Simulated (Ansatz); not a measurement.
Calculated electric field gradients for Te2Mo at a changed volume

The cell is a COD entry, relaxed with PBE at fixed cell and then changed (volume scaled by 1.02, ions relaxed).

Space group P6_3/mmc (No. 194); a = 3.5415, c = 14.0661 Å, γ = 120.00°.

| site | Wyckoff | site symmetry | x | y | z |
| --- | --- | --- | --- | --- | --- |
| Te | 4f | 3m. | 0.3333 | 0.6667 | 0.6215 |
| Mo | 2c | -6m2 | 0.3333 | 0.6667 | 0.2500 |

One atom of each set is listed.

Computed with Ansatz: DFT, PBE, plane waves and PAW, scalar-relativistic, 420 eV cutoff, Γ-centred 14×14×3 k-points, Fermi–Dirac smearing 0.02 eV.

C_Q = eQV_zz/h, which is 24.18 MHz for Q = 1 b and V_zz = 10²¹ V/m²; η = (V_xx − V_yy)/V_zz. ν_Q = 3|C_Q|/[2I(2I − 1)].

⁹⁷Mo: I = 5/2, Q = 255.0 mb. Q values from Pyykkö, Mol. Phys. 116, 1328 (2018).

```csv
site,atoms,first shell,C_Q (MHz),η,ν_Q (MHz)
Mo,2,6 Te at 2.73 Å,-41.9,0.00,6.28
```

An axis of threefold or higher order runs through Mo, so V_zz lies along it and η is zero.

Te has no stable isotope with a ground-state quadrupole moment in the table, so these sites are left out.

Without spin–orbit coupling the gradients at and beside Te can be off by some per cent, at some sites by more.

The relaxation (4 steps) took 49 s of wall time (49 s of CPU time) and 0.67 GiB at its peak, on 1 thread of Intel Xeon 6975P-C (Granite Rapids) (x86_64; 16 cores open to the job, memory cap 3.0 GiB, no GPU), a shared host with a load of 0.5 a core.
